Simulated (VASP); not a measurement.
Wanted: the native input for a VASP 6.6.1 run.

```
Task                   : single point
Functional             : PBE
Potentials or basis    : VASP PAW PBE potentials, release 64 (Li_sv, S)
Cutoff                 : 520 eV
k mesh                 : 8 × 8 × 8
Occupations            : gaussian, width 0.02 eV
Spin                   : no spin polarisation
Dipole correction      : no
Further INCAR settings : ALGO = Fast; EDIFF = 1e-06; NBANDS = 13
```

The structure of Li2S lies in POSCAR:

```
Li2S
1.0
    0.0000000000      2.8528159674      2.8528159674
    2.8528159674      0.0000000000      2.8528159674
    2.8528159674      2.8528159674      0.0000000000
Li S
2 1
Direct
    0.2500000000      0.2500000000      0.2500000000
    0.7500000000      0.7500000000      0.7500000000
    0.0000000000      0.0000000000      0.0000000000
```

These files were run (other wordings do the same):

INCAR

```
  ALGO = Fast
  EDIFF = 1E-6
  ENCUT = 520
  GGA = PE
  ISIF = 2
  ISMEAR = 0
  LASPH = T
  LCHARG = F
  LREAL = F
  LWAVE = F
  NBANDS = 13
  NELM = 60
  PREC = Accurate
  SIGMA = 0.02
```

KPOINTS

```
k-points
0
Gamma
  8 8 8
```

Potentials or basis: VASP PAW PBE potentials, release 64 (Li_sv, S).

Run with:

```sh
$ cat potpaw_PBE.64/Li_sv/POTCAR potpaw_PBE.64/S/POTCAR > POTCAR
$ mpirun -np 1 vasp_std > vasp.out
```

Results of the run:

```
Band gap on the k mesh : 3.39 eV, indirect (least direct gap 4.26 eV)
```

Wall time 28 s on 1 thread of Intel(R) Xeon(R) Platinum 8259CL CPU @ 2.50GHz (Skylake/Cascade Lake), on a shared host, peak memory 0.16 GiB.
